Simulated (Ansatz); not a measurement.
Consider NaI in the rock salt structure (space group Fm-3m, No. 225).

```yaml
crystal:
  lattice:
    - [0.00000, 3.20105, 3.20105]
    - [3.20105, 0.00000, 3.20105]
    - [3.20105, 3.20105, 0.00000]
  atoms:
    - { symbol: Na, position: [0.00000, 0.00000, 0.00000] }
    - { symbol: I, position: [0.50000, 0.50000, 0.50000] }
```

Cartesian axes are those of the cell as printed.

The values are results of Kohn–Sham DFT with the PBEsol functional, run in Ansatz (an electronic-structure program) with PAW and 420 eV plane waves, spin-orbit coupling left out, not measurements.

Perturbation: every lattice vector is shortened by 3.00 %, atoms relaxed at fixed cell.

Task: Predict the stress tensor and what it implies for the stiffness.

Result: Stress of the strained cell less that of the base (GPa, compression positive):
```
   1.94    0.00    0.00
   0.00    1.94    0.00
   0.00    0.00    1.94
```

Then B = −ΔP/(ΔV/V₀) with ΔV/V₀ = -0.0873 gives secant stiffness values (nonlinear terms included at this strain): B ≈ 22 GPa.

As a check, the harmonic strain energy −½ V₀ Δσ:ε is 18 meV/atom; the computed energy rise is 16 meV/atom.

Stability against distortions was not tested.
